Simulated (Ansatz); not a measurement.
# What uniaxial strain ε_xx = −2.42 % does to CoPt

Base system: CoPt (space group P4/mmm, No. 123; a = 2.6971 Å, c = 3.7224 Å; ferromagnetic; relaxed with 0.1 eV smearing). Axes: x, y, z lie along a, b, c of the conventional cell.

Now apply this change: the cell is compressed by 2.42 % along x with no lateral relaxation, atoms relaxed at fixed cell.

Level of theory: PBE in Ansatz (plane waves to 420 eV, PAW, scalar-relativistic without spin-orbit coupling). Settings: 21×21×16 k-points, 0.1 eV Fermi–Dirac smearing.

```csv
quantity,base,changed,shift
volume per atom,13.54 Å³,13.21 Å³,-0.33 Å³
space group,P4/mmm (No. 123),Pmmm (No. 47),–
shortest interatomic distance,2.665 Å,2.632 Å,-0.033 Å
energy relative to the base (free energy F),0 meV/atom,+11 meV/atom,+11 meV/atom
"pressure (mean of the normal stresses, compression positive)",0.0 GPa,6.0 GPa,+6.0 GPa
band gap,zero,zero,–
magnetic state,ferromagnetic,ferromagnetic,–
largest site moment,1.94 μB,1.90 μB,-0.04 μB
"stress (xx, yy, zz, yz, xz, xy; compression positive)",–,"(11.4, 2.4, 4.1, 0.0, 0.0, 0.0) GPa",–
```

The magnetic state is the one reached from the starting moments; the real material's order can differ, and small cells can't hold many antiferromagnetic ones. Whether these cells are dynamically stable was not tested.

Ansatz is a program for electronic structure.
